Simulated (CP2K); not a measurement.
Cd:

```xyz
1
Lattice="3.0905 0.0000 0.0000 -1.0302 2.9138 0.0000 -1.0302 -1.4569 2.5234" Properties=species:S:1:pos:R:3 pbc="T T T"
Cd    0.0000    0.0000    0.0000
```

This isn't the form of Cd at room conditions, which is hcp.

Base run:

```yaml
Program: CP2K 2026.2
Functional: LDA
Potentials_or_basis: POTENTIAL_UZH Cd GTH-PBE-q12; TZVP-MOLOPT-PBE-GTH basis
Density_cutoff: 9184 eV
k_mesh: 10 × 10 × 10
Occupations: fermi-dirac, width 0.05 eV
Spin: no spin polarisation
```

Its results: band gap on the k mesh none (metal or under the smearing width); pressure -4.2 GPa.

Problem. After a change of settings the same cell gave: band gap on the k mesh none (metal or under the smearing width); pressure 2.2 GPa. Which change was it?
A. functional from LDA to OLYP
B. functional from LDA to vdW-DF2
C. functional from LDA to SCAN
D. functional from LDA to PBEsol

Solution. A.

OLYP binds less tightly than LDA, so the same cell stands under more pressure.

Caveats: the potentials were made for another functional, which shifts forces and pressure; the basis of atomic orbitals isn't converged, which shifts pressures, moduli and gaps.

Runs at the PBE level aren't shown here.
